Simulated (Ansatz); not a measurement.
ZnS at 12 GPa: from Born charge to LO–TO splitting and polaron coupling

These are results of DFT LDA, scalar-relativistic, plane waves, PAW (Ansatz 0.2.0), not measurements. Settings: 420 eV plane-wave cutoff, Γ-centred 10×10×10 mesh, fixed occupations. No spin polarisation. Phonons by linear response, acoustic sum rule imposed.

The cell, relaxed at 12 GPa:
```
CELL_PARAMETERS angstrom
0.00000 2.55402 2.55402
2.55402 0.00000 2.55402
2.55402 2.55402 0.00000
ATOMIC_POSITIONS crystal
Zn 0.00000 0.00000 0.00000
S 0.75000 0.75000 0.75000
```

At this pressure the crystal is close to a known change of phase.

Linear response gives ν_TO = 348.7 cm⁻¹, Born charges ±1.745 e (positive on Zn) and ε∞ = 6.213. The primitive cell holds 33.320 Å³, and the masses are 65.380 and 32.060 amu.

Q: Find ν_LO and the static dielectric constant.

A: The long-wave field adds a restoring force: ω_LO² − ω_TO² = Z*²e²/(ε_vac ε∞ μV). In these units ν_LO² − ν_TO² = 4.92064×10⁷ Z*²/(μ V ε∞) cm⁻², with μ = m₁m₂/(m₁ + m₂) = 21.512 amu: 33651 cm⁻². So ν_LO = √(348.7² + 33651) = 394.0 cm⁻¹, and the run gives 394.0. Lyddane–Sachs–Teller then gives ε0 = ε∞ (ν_LO/ν_TO)² = 7.93, against 7.93 in the run (it forms both from the same three quantities, so the match checks the arithmetic only). Between ν_TO and ν_LO the dielectric function is negative and an undamped crystal reflects fully: a reststrahlen band from 25.4 to 28.7 μm.

Q: What do the Clausius–Mossotti polarisability and the Szigeti charge come to?

A: With the Lorentz local field, α = (3V/4π)(ε∞ − 1)/(ε∞ + 2) = 5.05 Å³ for the pair, and e_S = 3Z*/(ε∞ + 2) = 0.64 e. The Born charge includes the electrons' response to the dipole's own local field, and e_S takes that enhancement out. The Lorentz field assumes point-like polarisable ions, a poor picture once ε∞ is this large, since the electron clouds then overlap or are shared, so both numbers are formal here.

Q: How strongly does a slow electron couple to the LO mode?

A: For one isotropic parabolic band, Fröhlich's constant is α_F = (1/ε∞ − 1/ε0) √(m* Ry/ħω_LO), with Ry = 13.606 eV, ħω_LO = 48.8 meV and m* in free-electron masses: α_F = 0.0349 × 16.69 × √m* = 0.58 √m*. The band mass isn't part of this run; for m* = 0.1, 0.3 and 1 it gives 0.18, 0.32, 0.58. In weak coupling the polaron lies α_F ħω_LO below the band edge (16 meV at m* = 0.3) with a mass m*(1 + α_F/6); past α_F of about 5 or 6 that expansion fails. A semilocal functional's ε∞ tends to be too large, which taken alone lowers α_F.

Cost: 1 run of about 0.57 core-minutes, on Intel Xeon Platinum 8488C (Sapphire Rapids) (shared hosts).

Compressed ZnS appears here as a polar covalent semiconductor whose screening is mainly electronic: ε∞ is 6.213, and the lattice raises the static constant only to 7.93. Zn 4s and 4p states mix with S 3p in directional bonds, so the valence electrons polarise readily and screen the long-range field of the LO mode. The Born charge of 1.745 e is still large enough to separate LO from TO clearly, but the small ionic share of the screening keeps the Fröhlich coupling modest. For a light, s-like conduction electron at Γ this suggests a large, weakly bound polaron rather than a self-trapped one. The estimate doesn't carry over to holes, whose degenerate, anisotropic p-like bands need a multiband treatment.

The stiff TO mode at 348.7 cm⁻¹ doesn't conflict with a nearby phase change, since the transition from zinc blende to rock salt is first order and reconstructive and needs no soft zone-centre optical mode. Locating it would take the enthalpies of both phases.
